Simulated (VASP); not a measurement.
# Lattice of SiNi across functionals and dispersion corrections

Wanted: equilibrium cells of SiNi at many levels, with their cost. The levels: LDA, PBEsol, r2SCAN, r2SCAN + rVV10, SCAN, vdW-DF-cx, BLYP + D3(BJ) and rev-vdW-DF2. The start is a computed cell from the Materials Project.

Main program and level: VASP 6.6.1; LDA, DFT+U (Ni d 4 eV), spin-polarised from a ferromagnetic start; plane waves and PAW (Si, Ni), in the first sound run; inputs show where later runs differ.

## (1) The starting structure

Symmetry: Pmmn, No. 59, orthorhombic system. Conventional cell: a = 2.943 Å, b = 3.280 Å, c = 4.677 Å, α = 90.00°, β = 90.00°, γ = 90.00°. Nearest to Si lie 6 Ni at 2.34 to 2.37 Å. Nearest to Ni lie 6 Si at 2.34 to 2.37 Å. Farther neighbours are not listed.

## (2) Magnetic start: ferromagnetic

The properties of a magnet depend on its order, so a few collinear patterns are compared first on the cell as listed, beginning with all moments parallel. LDA, the lowest rung, knows the local density alone. A Hubbard U penalises fractional filling of the localised shell, which semilocal functionals favour.

Input file INCAR:

```
SYSTEM = SiNi
PREC = Accurate
ENCUT = 400
EDIFF = 1E-06
NELM = 100
ISMEAR = -1
SIGMA = 0.05
LREAL = .FALSE.
ALGO = Normal
GGA = CA
NBANDS = 24
ISPIN = 2
MAGMOM = 0 0 1 1
LDAU = .TRUE.
LDAUTYPE = 2
LDAUL = -1 2
LDAUU = 0 4
LDAUJ = 0 0
LDAUPRINT = 1
LASPH = .TRUE.
LMAXMIX = 4
LORBIT = 11
LWAVE = .FALSE.
LCHARG = .FALSE.
KPAR = 8
ISIF = 2
```

Input file POSCAR:

```
SiNi
1.0
    2.9427706600      0.0000000000      0.0000000000
    0.0000000000      3.2803255400      0.0000000000
    0.0000000000      0.0000000000      4.6774467600
Si Ni
2 2
Direct
    0.0000000000      0.0000000000      0.1568568400
    0.5000000000      0.5000000000      0.8431431600
    0.0000000000      0.0000000000      0.6575044100
    0.5000000000      0.5000000000      0.3424955900
```

Input file KPOINTS:

```
Automatic mesh
0
Gamma
8 7 5
0 0 0
```

Potentials, in the order of the species: Si and Ni (PBE family, release 64).

Started as:

```
> mpirun -np 8 vasp_std
```

Log:

```text
[banner, memory and clock lines left out]
running    8 mpi-ranks, on    1 nodes
 distrk:  each k-point on    1 cores,    8 groups
 distr:  one band on    1 cores,    1 groups

 POSCAR found type information on POSCAR SiNi
 POSCAR found :  2 types and       4 ions
|                                                                             |
|           W    W    AA    RRRRR   N    N  II  N    N   GGGG   !!!           |
|           W    W   A  A   R    R  NN   N  II  NN   N  G    G  !!!           |
|           W    W  A    A  R    R  N N  N  II  N N  N  G       !!!           |
|           W WW W  AAAAAA  RRRRR   N  N N  II  N  N N  G  GGG   !            |
|           WW  WW  A    A  R   R   N   NN  II  N   NN  G    G                |
|           W    W  A    A  R    R  N    N  II  N    N   GGGG   !!!           |
|                                                                             |
|     For optimal performance we recommend to set                             |
|       NCORE = 2 up to number-of-cores-per-socket                            |
|     NCORE specifies how many cores store one orbital (NPAR=cpu/NCORE).      |
|     This setting can greatly improve the performance of VASP for DFT.       |
|     The default, NCORE=1 might be grossly inefficient on modern             |
|     multi-core architectures or massively parallel machines. Do your        |
|     Unfortunately you need to use the default for GW and RPA                |
|     calculations (for HF NCORE is supported but not extensively tested      |
|     yet).                                                                   |
|                                                                             |

|                                                                             |
|               ----> ADVICE to this user running VASP <----                  |
|                                                                             |
|     You enforced a specific xc type in the INCAR file but a different       |
|     [... a line on the potential file left out ...]
|     I HOPE YOU KNOW WHAT YOU ARE DOING!                                     |
|                                                                             |

 LDA part: xc-table for (Slater(with rela. corr.)+CA(PZ))
 , standard interpolation
 POSCAR, INCAR and KPOINTS ok, starting setup
 FFT: planning ... GRIDC
 FFT: planning ... GRID_SOFT
 FFT: planning ... GRID
 WAVECAR not read
 entering main loop
       N       E                     dE             d eps       ncg     rms          rms(c)
DAV:   1     0.126425180280E+03    0.12643E+03   -0.10288E+04  5792   0.115E+03
DAV:   2    -0.166248543829E+02   -0.14305E+03   -0.13342E+03  5984   0.241E+02
DAV:   3    -0.241020076682E+02   -0.74772E+01   -0.73679E+01  7176   0.676E+01
DAV:   4    -0.242225291567E+02   -0.12052E+00   -0.12046E+00  6440   0.792E+00
DAV:   5    -0.242256348117E+02   -0.31057E-02   -0.31055E-02  7280   0.130E+00    0.181E+01
DAV:   6    -0.264758837434E+02   -0.22502E+01   -0.27297E+01  6896   0.985E+01    0.163E+01
DAV:   7    -0.225950113447E+02    0.38809E+01   -0.11207E+01  6984   0.645E+01    0.326E+00
DAV:   8    -0.225969484156E+02   -0.19371E-02   -0.48124E-01  7128   0.499E+00    0.184E+00
DAV:   9    -0.225803568864E+02    0.16592E-01   -0.55238E-02  7744   0.354E+00    0.483E-01
DAV:  10    -0.225810569584E+02   -0.70007E-03   -0.35066E-03  7352   0.457E-01    0.276E-01
DAV:  11    -0.225812688382E+02   -0.21188E-03   -0.41297E-04  7416   0.205E-01    0.123E-01
DAV:  12    -0.225813378429E+02   -0.69005E-04   -0.11331E-04  8704   0.125E-01    0.331E-02
DAV:  13    -0.225813432949E+02   -0.54520E-05   -0.21158E-05  6928   0.409E-02    0.131E-02
DAV:  14    -0.225813427472E+02    0.54770E-06   -0.86947E-07  4056   0.132E-02
   1 F= -.22581343E+02 E0= -.22577606E+02  d E =-.747284E-02  mag=     0.0000
```

Elapsed: 14 s, on 8 MPI ranks of Intel Xeon Platinum 8259CL at 2.50GHz (Skylake/Cascade Lake), shared host; peak memory 1.5 GiB; 87 s of CPU time.

The logs omit lines about the potential files and the build; timing stands in the text.

From OUTCAR (step 2):

```text
ion  position               nearest neighbor table
   1  0.000  0.000  0.157-   3 2.34   3 2.34   4 2.37   4 2.37   4 2.37   4 2.37   2 2.65   2 2.65
                             2 2.65   2 2.65
   2  0.500  0.500  0.843-   4 2.34   4 2.34   3 2.37   3 2.37   3 2.37   3 2.37   1 2.65   1 2.65
                             1 2.65   1 2.65
   3  0.000  0.000  0.658-   1 2.34   1 2.34   2 2.37   2 2.37   2 2.37   2 2.37   4 2.65   4 2.65
                             4 2.65   4 2.65
   4  0.500  0.500  0.342-   2 2.34   2 2.34   1 2.37   1 2.37   1 2.37   1 2.37   3 2.65   3 2.65
                             3 2.65   3 2.65

  LATTYP: Found a simple orthorhombic cell.
 ALAT       =     2.9427706600
 B/A-ratio  =     1.1147064855
 C/A-ratio  =     1.5894703667

 Subroutine GETGRP returns: Found  8 space group operations
 (whereof  4 operations were pure point group operations)

The static configuration has the point symmetry C_2v.
 The point group associated with its full space group is D_2h.

 Found     60 irreducible k-points:

   k-points           NKPTS =     60   k-points in BZ     NKDIM =     60   number of bands    NBANDS=     24

   dimension x,y,z NGX =    20 NGY =   24 NGZ =   32
   dimension x,y,z NGXF=    40 NGYF=   48 NGZF=   64

   ENCUT  =  400.0 eV  29.40 Ry    5.42 a.u.   4.80  5.35  7.63*2*pi/ulx,y,z

   NELECT =      28.0000    total number of electrons

 k-points in reciprocal lattice and weights: Automatic mesh
   0.00000000  0.00000000  0.00000000       0.004
   0.12500000  0.00000000  0.00000000       0.007
   0.25000000  0.00000000  0.00000000       0.007
   0.37500000  0.00000000  0.00000000       0.007
   0.50000000  0.00000000  0.00000000       0.004
   0.00000000  0.14285714  0.00000000       0.007
   0.12500000  0.14285714  0.00000000       0.014
   0.25000000  0.14285714  0.00000000       0.014
   0.37500000  0.14285714  0.00000000       0.014
[...]
0.37500000  0.42857143  0.40000000       0.029
   0.50000000  0.42857143  0.40000000       0.014

atom =   3  type =  2  l = 2

 onsite density matrix

spin component  1

  0.8332  0.0000  0.0000  0.0000  0.0000
  0.0000  0.8608  0.0000  0.0000  0.0000
  0.0000  0.0000  0.8732  0.0000  0.0017
  0.0000  0.0000  0.0000  0.8769  0.0000
  0.0000  0.0000  0.0017  0.0000  0.9297

spin component  2

 occupancies and eigenvectors

  o =  0.8332  v =  1.0000  0.0000  0.0000  0.0000  0.0000  0.0000  0.0000  0.0000  0.0000  0.0000      0.0000  0.0000  0.0000  0.0000  0.0000  0.0000  0.0000  0.0000  0.0000  0.0000
  o =  0.8332  v =  0.0000  0.0000  0.0000  0.0000  0.0000  1.0000  0.0000  0.0000  0.0000  0.0000      0.0000  0.0000  0.0000  0.0000  0.0000  0.0000  0.0000  0.0000  0.0000  0.0000
  o =  0.8608  v =  0.0000  0.0000  0.0000  0.0000  0.0000  0.0000  1.0000  0.0000  0.0000  0.0000      0.0000  0.0000  0.0000  0.0000  0.0000  0.0000  0.0000  0.0000  0.0000  0.0000
  o =  0.8608  v =  0.0000  1.0000  0.0000  0.0000  0.0000  0.0000  0.0000  0.0000  0.0000  0.0000      0.0000  0.0000  0.0000  0.0000  0.0000  0.0000  0.0000  0.0000  0.0000  0.0000
  o =  0.8731  v =  0.0000  0.0000 -0.9996  0.0000  0.0292  0.0000  0.0000  0.0000  0.0000  0.0000      0.0000  0.0000  0.0000  0.0000  0.0000  0.0000  0.0000  0.0000  0.0000  0.0000
  o =  0.8731  v =  0.0000  0.0000  0.0000  0.0000  0.0000  0.0000  0.0000  0.9996 -0.0000 -0.0292      0.0000  0.0000  0.0000  0.0000  0.0000  0.0000  0.0000  0.0000  0.0000  0.0000
  o =  0.8769  v =  0.0000  0.0000  0.0000  0.0000  0.0000  0.0000  0.0000  0.0000  1.0000  0.0000      0.0000  0.0000  0.0000  0.0000  0.0000  0.0000  0.0000  0.0000  0.0000  0.0000
  o =  0.8769  v =  0.0000  0.0000  0.0000 -1.0000  0.0000  0.0000  0.0000  0.0000  0.0000  0.0000      0.0000  0.0000  0.0000  0.0000  0.0000  0.0000  0.0000  0.0000  0.0000  0.0000
  o =  0.9297  v =  0.0000  0.0000 -0.0292  0.0000 -0.9996  0.0000  0.0000  0.0000  0.0000  0.0000      0.0000  0.0000  0.0000  0.0000  0.0000  0.0000  0.0000  0.0000  0.0000  0.0000
  o =  0.9297  v =  0.0000  0.0000  0.0000  0.0000  0.0000  0.0000  0.0000  0.0292 -0.0000  0.9996      0.0000  0.0000  0.0000  0.0000  0.0000  0.0000  0.0000  0.0000  0.0000  0.0000

atom =   4  type =  2  l = 2

 onsite density matrix

spin component  1

spin component  2

 occupancies and eigenvectors

  o =  0.8332  v =  1.0000  0.0000  0.0000  0.0000  0.0000  0.0000  0.0000  0.0000  0.0000  0.0000      0.0000  0.0000  0.0000  0.0000  0.0000  0.0000  0.0000  0.0000  0.0000  0.0000
  o =  0.8332  v =  0.0000  0.0000  0.0000  0.0000  0.0000  1.0000  0.0000  0.0000  0.0000  0.0000      0.0000  0.0000  0.0000  0.0000  0.0000  0.0000  0.0000  0.0000  0.0000  0.0000
  o =  0.8608  v =  0.0000  0.0000  0.0000  0.0000  0.0000  0.0000  1.0000  0.0000  0.0000  0.0000      0.0000  0.0000  0.0000  0.0000  0.0000  0.0000  0.0000  0.0000  0.0000  0.0000
  o =  0.8608  v =  0.0000  1.0000  0.0000  0.0000  0.0000  0.0000  0.0000  0.0000  0.0000  0.0000      0.0000  0.0000  0.0000  0.0000  0.0000  0.0000  0.0000  0.0000  0.0000  0.0000
  o =  0.8731  v =  0.0000  0.0000  0.9996  0.0000 -0.0292  0.0000  0.0000  0.0000  0.0000  0.0000      0.0000  0.0000  0.0000  0.0000  0.0000  0.0000  0.0000  0.0000  0.0000  0.0000
  o =  0.8731  v =  0.0000  0.0000  0.0000  0.0000  0.0000  0.0000  0.0000  0.9996  0.0000 -0.0292      0.0000  0.0000  0.0000  0.0000  0.0000  0.0000  0.0000  0.0000  0.0000  0.0000
  o =  0.8769  v =  0.0000  0.0000  0.0000  0.0000  0.0000  0.0000  0.0000 -0.0000  1.0000 -0.0000      0.0000  0.0000  0.0000  0.0000  0.0000  0.0000  0.0000  0.0000  0.0000  0.0000
  o =  0.8769  v =  0.0000  0.0000 -0.0000  1.0000 -0.0000  0.0000  0.0000  0.0000  0.0000  0.0000      0.0000  0.0000  0.0000  0.0000  0.0000  0.0000  0.0000  0.0000  0.0000  0.0000
  o =  0.9297  v =  0.0000  0.0000  0.0292  0.0000  0.9996  0.0000  0.0000  0.0000  0.0000  0.0000      0.0000  0.0000  0.0000  0.0000  0.0000  0.0000  0.0000  0.0000  0.0000  0.0000
  o =  0.9297  v =  0.0000  0.0000  0.0000  0.0000  0.0000  0.0000  0.0000  0.0292  0.0000  0.9996      0.0000  0.0000  0.0000  0.0000  0.0000  0.0000  0.0000  0.0000  0.0000  0.0000

 average (electrostatic) potential at core
       1 -78.3247       2 -78.3247       3 -79.2757       4 -79.2757

 E-fermi :  11.0483

 spin component 1
 k-point     1 :       0.0000    0.0000    0.0000
  band No.  band energies     occupation
    ...
     10       8.1406      1.00000
     11       8.3649      1.00000
     12       8.7825      1.00000
     13       8.7917      1.00000
     14       9.9458      1.00000
     15      12.5647      0.00000
     16      13.9002      0.00000
     17      16.4436      0.00000
     18      16.7529      0.00000
     19      18.4979      0.00000
    ...

 k-point     2 :       0.1250    0.0000    0.0000
  band No.  band energies     occupation
    ...
     10       8.3013      1.00000
     11       8.3247      1.00000
     12       8.4033      1.00000
     13       8.7635      1.00000
     14      10.5961      0.99988
     15      11.0554      0.46461
     16      14.0993      0.00000
     17      16.6474      0.00000
     18      17.0334      0.00000
     19      17.8814      0.00000
    ...

 k-point     3 :       0.2500    0.0000    0.0000
  band No.  band energies     occupation
    ...
     10       7.9752      1.00000
     11       8.2883      1.00000
     12       8.4706      1.00000
     13       8.8274      1.00000
     14       9.7527      1.00000
     15      11.7321      0.00000
     16      14.5716      0.00000
     17      14.9037      0.00000
     18      15.9662      0.00000
     19      17.0461      0.00000
    ...

 k-point     4 :       0.3750    0.0000    0.0000
  band No.  band energies     occupation
    ...
     10       8.0642      1.00000
     11       8.2279      1.00000
     12       8.4110      1.00000
     13       8.9386      1.00000
     14       9.3266      1.00000
     15      13.0777      0.00000
     16      13.3709      0.00000
     17      13.7266      0.00000
     18      15.9097      0.00000
     19      16.3419      0.00000
    ...

 k-point     5 :       0.5000    0.0000    0.0000
  band No.  band energies     occupation
    ...
     10       8.1699      1.00000
     11       8.3833      1.00000
     12       8.3833      1.00000
     13       8.9932      1.00000
     14       8.9932      1.00000
     15      12.9053      0.00000
     16      12.9053      0.00000
     17      14.6505      0.00000
     18      14.6505      0.00000
     19      17.3451      0.00000
    ...

 k-point     6 :       0.0000    0.1429    0.0000
  band No.  band energies     occupation
    ...
     10       8.1804      1.00000
     11       8.4747      1.00000
     12       8.6168      1.00000
     13       8.7109      1.00000
     14       9.2655      1.00000
     15      12.9835      0.00000
     16      15.1478      0.00000
     17      15.2223      0.00000
     18      16.9691      0.00000
     19      17.0867      0.00000
    ...

  Total       -2.9978420     -2.9598492     -3.3733370      0.0000000      0.0000000      0.0000000
  in kB     -106.3743945   -105.0262739   -119.6983317      0.0000000      0.0000000      0.0000000
  external PRESSURE =    -110.3663334 kB  Pullay stress =       0.0000000 kB

  energy-cutoff  :      400.00
  volume of cell :       45.15
      direct lattice vectors                 reciprocal lattice vectors
     2.942770660  0.000000000  0.000000000     0.339815812  0.000000000  0.000000000
     0.000000000  3.280325540  0.000000000     0.000000000  0.304847793  0.000000000
     0.000000000  0.000000000  4.677446760     0.000000000  0.000000000  0.213791851

 POSITION                                       TOTAL-FORCE (eV/Angst)
 -----------------------------------------------------------------------------------
      0.00000      0.00000      0.73369         0.000000      0.000000      0.489417
      1.47139      1.64016      3.94376         0.000000      0.000000     -0.489417
      0.00000      0.00000      3.07544         0.000000      0.000000      0.024863
      1.47139      1.64016      1.60200         0.000000      0.000000     -0.024863
 -----------------------------------------------------------------------------------
    total drift:                               -0.000000      0.000000      0.000000

  FREE ENERGIE OF THE ION-ELECTRON SYSTEM (eV)
  ---------------------------------------------------
  free  energy   TOTEN  =       -22.5813427472 eV

  energy  without entropy=      -22.5738699060  energy(sigma->0) =      -22.57760633

 total charge
# of ion       s       p       d       tot
------------------------------------------
    1        0.750   0.849   0.000   1.599
    2        0.750   0.849   0.000   1.599
    3        0.472   0.595   8.710   9.777
    4        0.472   0.595   8.710   9.777
--------------------------------------------------
tot          2.443   2.889  17.420  22.752

 magnetization (x)
# of ion       s       p       d       tot
------------------------------------------
    1        0.000   0.000   0.000   0.000
    2        0.000   0.000   0.000   0.000
    3       -0.000  -0.000   0.000   0.000
    4       -0.000  -0.000   0.000   0.000
--------------------------------------------------
tot         -0.000   0.000   0.000   0.000

[... 6 further parts left out ...]
```

The k-mesh is coarse for a metal. A U on the itinerant d states of such a compound is hard to justify; it moves the bands at the Fermi level. The PAW data sets were made with PBE, though LDA sets exist; this is a small mismatch. At this level the cell is under a tension of 11.0 GPa, so at these settings it is away from equilibrium.

This step gave:

| Quantity | Value |
| --- | --- |
| SCF cycles | 14 |
| electrons | 28 |
| bands | 24 |
| irreducible k-points | 60 |
| symmetry operations | 8 |
| free energy (TOTEN) | -22.58 eV |
| energy at zero smearing | -22.58 eV |
| Fermi energy | 11.05 eV |
| pressure | -11.04 GPa |
| metallic, judged on the points sampled | yes |

The spin moment in the PAW sphere vanishes on all atoms.

Force by atom:

```tsv
atom	x (eV/Å)	y (eV/Å)	z (eV/Å)	size
Si1	0.000	0.000	0.489	0.489
Si2	0.000	0.000	-0.489	0.489
Ni3	0.000	0.000	0.025	0.025
Ni4	0.000	0.000	-0.025	0.025
```

The moments fall under 0.1 μB, and the mesh shows no gap.

(Continued in part 2 of 8.)

[Lines on the potential files, build, host, timing and source positions are cut from VASP's logs without a mark.]

[Logs are printed without paths, hosts, clocks, repeated set-up lines and the standing remarks that a program may print on its own settings, such as how far it seeks lower states.]

[Hosts, paths, dates, database ids (printed as entryN), source tags and the programs' standing remarks are cut or masked in the printed files.]

[A measured line is paired with the nearest computed mode of its activity, which favours agreement.]

[In band tables of VASP the shares of atoms and orbitals are scaled to a sum of 1 inside the atoms' spheres.]
